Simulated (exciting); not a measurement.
Runs of exciting (release sodium) on CdS (Hawleyite). Symmetry: F-43m, No. 216, cubic system. Conventional cell: a = 5.833 Å, b = 5.833 Å, c = 5.833 Å, α = 90.00°, β = 90.00°, γ = 90.00°. Cd (site symmetry -43m) is surrounded by 4 S at 2.53 Å. S (site symmetry -43m) is surrounded by 4 Cd at 2.53 Å. 

```tsv
task	level	potentials or basis	spin	cell	k mesh	smearing	outputlevel	top of the spectrum (Ha)	broadening (Ha)	scissor shift (eV)	nempty	rgkmax	other keys	mesh quality	gap on the mesh (eV)
real-space fields	PBEsol+D2	all-electron LAPW+lo, shipped species files, valence relativity iora*	collinear, ferromagnetic start	as given	6 × 6 × 6	fermi-dirac 0.136 eV	normal	-	-	-	20	6.5	-	not flagged	0.99
band structure	LDA+TS	all-electron LAPW+lo, shipped species files, valence relativity iora*	off	as given	8 × 8 × 8	methfessel-paxton 0.0272 eV	high	-	-	-	10	6.5	-	not flagged	0.86
single point	OLYP+D2	all-electron LAPW+lo, shipped species files, valence relativity iora*	off	as given	8 × 8 × 8	fermi-dirac 0.0272 eV	normal	-	-	-	10	7.5	-	not flagged	(a)
electric field gradients	PBEsol+TS	all-electron LAPW+lo, shipped species files, valence relativity iora*	off	as given	8 × 8 × 8	methfessel-paxton-2 0.136 eV	normal	-	-	-	10	7.5	-	not flagged	1.00
```

Problem. Fill in the values left out.

Solution. (a) 1.65.

Caveats: the dispersion energy is computed afterwards and isn't part of the total energy (some runs); EFG.OUT prints the tensor in atomic units and with the sign opposite to the usual one (some runs).

A k mesh can miss the band edges, and the runs leave out spin-orbit coupling on Cd.
